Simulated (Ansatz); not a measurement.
CdSe:

```
CELL_PARAMETERS angstrom
0.00000 3.07027 3.07027
3.07027 0.00000 3.07027
3.07027 3.07027 0.00000
ATOMIC_POSITIONS crystal
Cd 0.00000 0.00000 0.00000
Se 0.25000 0.25000 0.25000
```

Measurements of this composition are mostly on another form, of space group No. 186.

| Property | Result |
| --- | --- |
| Program | Ansatz 0.2.0 |
| Task | relaxation of cell and atoms |
| Functional | BLYP |
| Potentials or basis | all-electron LAPW, scalar-relativistic |
| Basis error allowed | 0.001 eV/atom |
| k mesh | 8 × 8 × 8 |
| Occupations | fermi-dirac, width 0.05 eV |
| Spin | no spin polarisation |

At the start: volume 28.94 Å³/atom.

**Question.** How do energy, volume and symmetry change on relaxing?

**Answer.** Over 5 steps the energy falls by 29.8 meV/atom and the volume is 31.53 Å³/atom (+8.9 %); space group F-43m (No. 216, to 0.05 Å).

The path:
```tsv
step	energy change (eV)	largest force (eV/Å)	volume (Å³)
1	0.0000	0.0000	57.88
2	-0.0567	0.0000	64.31
3	-0.0596	0.0000	63.24
4	-0.0596	0.0000	63.06
5	-0.0596	0.0000	63.06
```

Final structure:
```cif
data_structure
_symmetry_space_group_name_H-M 'P 1'
_symmetry_Int_Tables_number 1
_cell_length_a 4.4679
_cell_length_b 4.4679
_cell_length_c 4.4679
_cell_angle_alpha 60.000
_cell_angle_beta 60.000
_cell_angle_gamma 60.000
_cell_volume 63.06
loop_
_atom_site_label
_atom_site_type_symbol
_atom_site_fract_x
_atom_site_fract_y
_atom_site_fract_z
_atom_site_occupancy
Cd1 Cd 0.00000 0.00000 0.00000 1
Se1 Se 0.25000 0.25000 0.25000 1
```
